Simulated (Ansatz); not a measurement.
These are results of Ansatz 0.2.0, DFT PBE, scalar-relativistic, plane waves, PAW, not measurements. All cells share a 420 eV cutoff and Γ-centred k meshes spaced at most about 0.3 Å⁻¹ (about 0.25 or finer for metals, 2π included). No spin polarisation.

All energies are static (0 K, no zero-point motion). Both are relaxed sheets, periodic along a and b.

Compare these two cells of Au, each relaxed at this level.

A.

```yaml
crystal:
  periodic: [true, true, false]
  lattice:
    - [4.47444, 0.00000, 0.00000]
    - [-2.23722, 3.87498, 0.00000]
    - [0.00000, 0.00000, 23.80000]
  atoms:
    - { symbol: Au, position: [0.33333, 0.66667, 0.29412] }
    - { symbol: Au, position: [0.66667, 0.33333, 0.29412] }
```

B.

```yaml
crystal:
  periodic: [true, true, false]
  lattice:
    - [2.74865, 0.00000, 0.00000]
    - [0.00000, 2.74865, 0.00000]
    - [0.00000, 0.00000, 28.33250]
  atoms:
    - { symbol: Au, position: [0.00000, 0.50000, 0.24197] }
    - { symbol: Au, position: [0.50000, 0.00000, 0.32275] }
```

Task: Which would you expect to be lower, and how large is the difference?

Result: B is lower, by 0.52 eV/atom. A has layer group p6/mmm (No. 80), 8.7 Å²/atom and no gap on its mesh; B has layer group p4/nmm (No. 64), 3.8 Å²/atom and no gap. Counting all near atoms (those within 1.25 times the shortest distance at each site), A has Au 3 and B has Au 8. Both come from invented guesses. The lowest form computed isn't among them: it has layer group p6/mmm (No. 80), 6.5 Å²/atom and lies 131 meV/atom below the best shown.

Spin–orbit coupling, which can matter for Au, is left out. Cells relaxed within their symmetry can be saddle points. Some types were kept out of the candidates beforehand, so the set may lack a known form.

The preference for B by 0.52 eV/atom fits metallic bonding in gold, where the delocalised 6s electrons gain more from many neighbours than from a few directed bonds. A is a flat honeycomb: its three contacts are shorter than any in B, but this contraction only partly makes up for the missing neighbours, and gold has no π system like graphene's to stabilise so open a net. B is a puckered double layer in which each atom has eight neighbours, four in its own layer and four slightly more distant ones in the other.

Neighbour count alone doesn't settle the order, however. The lower-lying p6/mmm form, at 6.5 Å²/atom, is probably the flat triangular sheet, with six neighbours per atom, yet it lies below B. This suggests that B's square layers are an unfavourable packing, perhaps helped by gold's known leaning towards planar structures through 5d–6s hybridisation. None of this makes a free sheet stable against thickening towards bulk fcc gold, where coordination is higher still.
